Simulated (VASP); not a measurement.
# Si5O2H12 in VASP: further runs

Aim: see how the results for Si5O2H12 move with the level of theory and the settings. Levels: PBE, LDA. Tasks: core levels.

All numbers are computed with VASP 6.6.1; they aren't measurements. Logs are shortened: lines on timing, memory, paths and dates and some standing lists are left out, and cuts for length are marked.

## Step 1: The structure

The cell holds a molecule in a box, 19 atoms: a = 15.000 Å, b = 15.000 Å, c = 15.000 Å, α = 90.00°, β = 90.00°, γ = 90.00°.

## Step 2: Core levels, PBE

INCAR

```
ALGO     = Normal         # electronic algorithm
EDIFF    = 1E-6           # SCF threshold, eV
ENCUT    = 400            # plane-wave cutoff, eV
GGA      = PE             # functional
ICORELEVEL= 1            
ISIF     = 2              # what is computed and relaxed
ISMEAR   = 0              # smearing method
LASPH    = True           # aspherical terms in the spheres
LCHARG   = False          # write CHGCAR
LREAL    = False          # projectors in reciprocal space
LWAVE    = False          # write WAVECAR
NELM     = 80             # most SCF steps
PREC     = Accurate       # precision mode
SIGMA    = 0.02           # smearing width, eV
```

KPOINTS

```
k-points
0
Gamma
  1 1 1
```

POSCAR

```
Si5H12O2
1.0
   15.0000000000      0.0000000000      0.0000000000
    0.0000000000     15.0000000000      0.0000000000
    0.0000000000      0.0000000000     15.0000000000
Si O H
5 2 12
Direct
    0.4925215300      0.5255163300      0.4994504000
    0.4012598200      0.5904497300      0.6103911600
    0.5355106100      0.6250306700      0.3849887500
    0.6819875700      0.4442125100      0.5390410100
    0.3774250500      0.3533093600      0.4652900600
    0.5811302000      0.4866675800      0.5523436700
    0.4395031600      0.4429535400      0.4491289000
    0.3791965700      0.5243430300      0.6818068100
    0.4488419600      0.6676168400      0.6519652200
    0.3161679100      0.6238605900      0.5704546500
    0.5906189400      0.5785768000      0.3159814900
    0.4542936600      0.6625953400      0.3409432100
    0.5886032000      0.7006196000      0.4226571500
    0.6756040400      0.3478257900      0.5147889000
    0.7306208800      0.4930792000      0.4669885200
    0.7308273500      0.4539639800      0.6250487200
    0.3320616300      0.3316950600      0.3795387900
    0.3092514600      0.3709839700      0.5358981600
    0.4345744500      0.2767001000      0.4932944400
```

Potentials or basis: VASP PAW PBE potentials, release 64 (Si, O, H).

Launch:

```bash
$ cat potpaw_PBE.64/Si/POTCAR potpaw_PBE.64/O/POTCAR potpaw_PBE.64/H/POTCAR > POTCAR
$ mpirun -np 1 vasp_std > vasp.out
```

OUTCAR:

```text
EDIFF = 1E-6
   ENCUT = 400
   GGA = PE
   ISIF = 2
   ISMEAR = 0
   LASPH = True
   LREAL = False
   NELM = 80
   PREC = Accurate

 ion  position               nearest neighbor table
   1  0.493  0.526  0.499-   6 1.65   7 1.65   3 2.36   2 2.36
   2  0.401  0.590  0.610-   9 1.50  10 1.50   8 1.50   1 2.36
   3  0.536  0.625  0.385-  12 1.50  13 1.50  11 1.50   1 2.36
   4  0.682  0.444  0.539-  16 1.49  14 1.49  15 1.50   6 1.65
   5  0.377  0.353  0.465-  17 1.49  19 1.49  18 1.50   7 1.65
   6  0.581  0.487  0.552-   4 1.65   1 1.65
   7  0.440  0.443  0.449-   5 1.65   1 1.65
   8  0.379  0.524  0.682-   2 1.50
   9  0.449  0.668  0.652-   2 1.50
  10  0.316  0.624  0.570-   2 1.50
  11  0.591  0.579  0.316-   3 1.50
  12  0.454  0.663  0.341-   3 1.50
  13  0.589  0.701  0.423-   3 1.50
  14  0.676  0.348  0.515-   4 1.49
  15  0.731  0.493  0.467-   4 1.50
  16  0.731  0.454  0.625-   4 1.49
  17  0.332  0.332  0.380-   5 1.49
  18  0.309  0.371  0.536-   5 1.50
  19  0.435  0.277  0.493-   5 1.49

  LATTYP: Found a simple cubic cell.
 ALAT       =    15.0000000000

  Lattice vectors:

 A1 = (  15.0000000000,   0.0000000000,   0.0000000000)
 A2 = (   0.0000000000,  15.0000000000,   0.0000000000)
 A3 = (   0.0000000000,   0.0000000000,  15.0000000000)

Analysis of symmetry for initial positions (statically):
=====================================================================
 Subroutine PRICEL returns:
 Original cell was already a primitive cell.

 Routine SETGRP: Setting up the symmetry group for a
 simple cubic supercell.

 Subroutine GETGRP returns: Found  1 space group operations
 (whereof  1 operations were pure point group operations)
 out of a pool of 48 trial point group operations.

The static configuration has the point symmetry C_1 .

Analysis of symmetry for dynamics (positions and initial velocities):
=====================================================================
 Subroutine PRICEL returns:
 Original cell was already a primitive cell.

 Routine SETGRP: Setting up the symmetry group for a
 simple cubic supercell.

 Subroutine GETGRP returns: Found  1 space group operations
 (whereof  1 operations were pure point group operations)
 out of a pool of 48 trial point group operations.

The dynamic configuration has the point symmetry C_1 .

 Subroutine INISYM returns: Found  1 space group operations
 (whereof  1 operations are pure point group operations),
 and found     1 'primitive' translations

----------------------------------------------------------------------------------------

                                     Primitive cell

  volume of cell :    3375.0000

  direct lattice vectors                    reciprocal lattice vectors
    15.000000000  0.000000000  0.000000000     0.066666667  0.000000000  0.000000000
     0.000000000 15.000000000  0.000000000     0.000000000  0.066666667  0.000000000
     0.000000000  0.000000000 15.000000000     0.000000000  0.000000000  0.066666667

  length of vectors
    15.000000000 15.000000000 15.000000000     0.066666667  0.066666667  0.066666667

  position of ions in fractional coordinates (direct lattice)
     0.492521530  0.525516330  0.499450400
     0.401259820  0.590449730  0.610391160
     0.535510610  0.625030670  0.384988750
     0.681987570  0.444212510  0.539041010
     0.377425050  0.353309360  0.465290060
     0.581130200  0.486667580  0.552343670
[... 11 lines left out ...]
     0.309251460  0.370983970  0.535898160
     0.434574450  0.276700100  0.493294440

  ion indices of the primitive-cell ions
   primitive index   ion index
                 1           1
                 2           2
                 3           3
                 4           4
                 5           5
                 6           6
[... 11 lines left out ...]
                18          18
                19          19

----------------------------------------------------------------------------------------

 KPOINTS: k-points

Automatic generation of k-mesh.
 Grid dimensions read from file:
 generate k-points for:    1    1    1

 Generating k-lattice:

  Cartesian coordinates                     Fractional coordinates (reciprocal lattice)
     0.066666667  0.000000000  0.000000000     1.000000000  0.000000000  0.000000000
     0.000000000  0.066666667  0.000000000     0.000000000  1.000000000  0.000000000
     0.000000000  0.000000000  0.066666667     0.000000000  0.000000000  1.000000000

  Length of vectors
     0.066666667  0.066666667  0.066666667

  Shift w.r.t. Gamma in fractional coordinates (k-lattice)
     0.000000000  0.000000000  0.000000000

 Subroutine IBZKPT returns following result:
 ===========================================

 Found      1 irreducible k-points:

 Following reciprocal coordinates:
            Coordinates               Weight
  0.000000  0.000000  0.000000      1.000000
   k-points           NKPTS =      1   k-points in BZ     NKDIM =      1   number of bands    NBANDS=     32
   number of dos      NEDOS =    301   number of ions     NIONS =     19
   total plane-waves  NPLWV = 941192
   dimension x,y,z NGX =    98 NGY =   98 NGZ =   98
   dimension x,y,z NGXF=   196 NGYF=  196 NGZF=  196
   ions per type =               5   2  12
   NGX,Y,Z   is equivalent  to a cutoff of  10.86, 10.86, 10.86 a.u.
   NGXF,Y,Z  is equivalent  to a cutoff of  21.72, 21.72, 21.72 a.u.
 SYSTEM =  unknown system
   PREC   = accura    normal or accurate (medium, high low for compatibility)
   ISTART =      0    job   : 0-new  1-cont  2-samecut
   ICHARG =      2    charge: 1-file 2-atom 10-const
   ISPIN  =      1    spin polarized calculation?
   LNONCOLLINEAR =      F non collinear calculations
   LSORBIT =      F    spin-orbit coupling
   LASPH  =      T    aspherical Exc in radial PAW
   ENCUT  =  400.0 eV  29.40 Ry    5.42 a.u.  24.46 24.46 24.46*2*pi/ulx,y,z
   NELM   =     80;   NELMIN=  2; NELMDL= -5     # of ELM steps
   EDIFF  = 0.1E-05   stopping-criterion for ELM
   LREAL  =      F    real-space projection
   EDIFFG = 0.1E-04   stopping-criterion for IOM
   NSW    =      0    number of steps for IOM
   IBRION =     -1    ionic relax: 0-MD 1-quasi-New 2-CG
   NFREE  =      0    steps in history (QN), initial steepest desc. (CG)
   ISIF   =      2    stress and relaxation
   ISYM   =      2    0-nonsym 1-usesym 2-fastsym
   POTIM  = 0.5000    time-step for ionic-motion
   TEBEG  =    0.0;   TEEND  =   0.0 temperature during run
   PSTRESS=    0.0 pullay stress
   NELECT =      44.0000    total number of electrons
   NUPDOWN=      -1.0000    fix difference up-down
   EMIN   =  10.00;   EMAX   =-10.00  energy-range for DOS
   EFERMI =   0.00;   METHOD = LEGACY
   ISMEAR =     0;   SIGMA  =   0.02  broadening in eV -4-tet -1-fermi 0-gaus
   EFERMI_NEDOS =   21; number of points for ismear=-14 and -15
   IALGO  =     38    algorithm
   IMIX   =      4    mixing-type and parameters
     AMIX     =   0.40;   BMIX     =  1.00
     AMIX_MAG =   1.60;   BMIX_MAG =  1.00
  volume/ion in A,a.u.               =     177.63      1198.72
  Fermi-wavevector in a.u.,A,eV,Ry     =   0.385302  0.728115  2.019887  0.148458
  Thomas-Fermi vector in A             =   1.323593
   LORBIT       =      0    0 simple, 1 ext, 2 COOP (PROOUT), +10 PAW based schemes
   GGA     = PE    functional components
   LHFCALC =     F    Hartree Fock is set to
   AEXX    =    0.0000 exact exchange contribution
   IVDW    =     0    specifies the selected vdW correction
   LEPSILON=     F    determine dielectric tensor
   LRPA    =     F    only Hartree local field effects (RPA)
 non-spin polarized calculation
 Gauss-broadening in eV      SIGMA  =   0.02
  energy-cutoff  :      400.00
  volume of cell :     3375.00
 maximum number of plane-waves:     61445
 NGX is ok and might be reduce to    98
   NGX = 49   NGY = 49   NGZ = 49

 number of electron      44.0000004 magnetization

 Free energy of the ion-electron system (eV)
  ---------------------------------------------------
  ext. energy  EPLUGINS =         0.00000000
  ---------------------------------------------------
  free energy    TOTEN  =       -84.80603619 eV

  energy without entropy =      -84.80603619  energy(sigma->0) =      -84.80603619

 the core state eigenenergies are
   1-  1s  -1785.1038  2s   -138.7936  2p    -94.8366
   2-  1s  -1783.3810  2s   -137.5210  2p    -93.5341
   3-  1s  -1783.3801  2s   -137.5201  2p    -93.5332
   4-  1s  -1784.3509  2s   -138.2715  2p    -94.2989
   5-  1s  -1784.3520  2s   -138.2727  2p    -94.3001
   6-  1s   -510.7253
   7-  1s   -510.7254
   8-
   9-
  10-
  11-
  12-
  13-
  14-
  15-
  16-
  17-
  18-
  19-

 E-fermi :  -5.7267     XC(G=0):  -0.9659

 val. band max:       -5.8319820162   @ k =   0.0000   0.0000   0.0000
 cond. band min:      -1.2888999301   @ k =   0.0000   0.0000   0.0000
 fundamental gap:      4.5430820861
 Fermi energy:        -5.7267209357

 k-point     1 :       0.0000    0.0000    0.0000
  band No.  band energies     occupation
      1     -24.7859      2.00000
      2     -24.2677      2.00000
      3     -14.7299      2.00000
      4     -13.5867      2.00000
      5     -13.0269      2.00000
      6     -12.8148      2.00000
[... 24 lines left out ...]
     31       0.3613      0.00000
     32       0.3720      0.00000

------------------------ aborting loop because EDIFF is reached ----------------------------------------

  FORCE on cell =-STRESS in cart. coord.  units (eV):
  Direction    XX          YY          ZZ          XY          YZ          ZX
  --------------------------------------------------------------------------------------
  -------------------------------------------------------------------------------------
  Total       -1.7905919     -1.8801028     -2.0958457      0.0333739      0.0165643      0.0702726
  in kB       -0.8500284     -0.8925209     -0.9949382      0.0158432      0.0078634      0.0333597
  external PRESSURE =      -0.9124958 kB  Pullay stress =       0.0000000 kB

 VOLUME and BASIS-vectors are now :
 -----------------------------------------------------------------------------
  energy-cutoff  :      400.00
  volume of cell :     3375.00
      direct lattice vectors                 reciprocal lattice vectors
    15.000000000  0.000000000  0.000000000     0.066666667  0.000000000  0.000000000
     0.000000000 15.000000000  0.000000000     0.000000000  0.066666667  0.000000000
     0.000000000  0.000000000 15.000000000     0.000000000  0.000000000  0.066666667

 POSITION                                       TOTAL-FORCE (eV/Angst)
 -----------------------------------------------------------------------------------
      7.38782      7.88274      7.49176        -0.017611      0.054150     -0.003005
      6.01890      8.85675      9.15587        -0.000990      0.001671      0.002616
      8.03266      9.37546      5.77483         0.001795      0.002549     -0.000908
     10.22981      6.66319      8.08562         0.045165     -0.020278      0.011692
      5.66138      5.29964      6.97935        -0.027032     -0.042021     -0.010069
      8.71695      7.30001      8.28516         0.000982     -0.005787     -0.007383
[... 11 lines left out ...]
      4.63877      5.56476      8.03847         0.015189     -0.005788     -0.014825
      6.51862      4.15050      7.39942        -0.013947      0.018089     -0.006936
 -----------------------------------------------------------------------------------
    total drift:                               -0.000213      0.000909     -0.001714

  FREE ENERGIE OF THE ION-ELECTRON SYSTEM (eV)
  ---------------------------------------------------
  free  energy   TOTEN  =       -84.8060361854 eV

  energy  without entropy=      -84.8060361854  energy(sigma->0) =      -84.80603619
```

Run time: 6 min. Hardware: 1 thread of AMD EPYC 7R13 (Zen 3), shared host; peak memory 1.6 GiB.

Results:

```yaml
Free_energy: -84.8060 eV
Largest_force: 0.057 eV/Å
Gap_between_the_frontier_levels: 4.54 eV
```

Forces in eV/Å, atoms in the order of the input:
```
Si  -0.018  0.054 -0.003
Si  -0.001  0.002  0.003
Si   0.002  0.003 -0.001
Si   0.045 -0.020  0.012
Si  -0.027 -0.042 -0.010
O    0.001 -0.006 -0.007
O    0.001 -0.004  0.008
H    0.002  0.006 -0.006
H   -0.003 -0.006 -0.004
H    0.007 -0.003  0.001
H   -0.005  0.004  0.006
H    0.005 -0.004  0.005
H   -0.004 -0.006 -0.002
H    0.002  0.023  0.006
H   -0.010 -0.012  0.015
H   -0.007 -0.002 -0.021
H    0.008  0.003  0.022
H    0.015 -0.006 -0.015
H   -0.014  0.018 -0.007
```

Caveat: the cutoff is under 1.25 times the usual one of these potentials, so pressure, stress and relaxed cells hold a basis-set (Pulay) error.

(Part 1 of 2 ends here.)
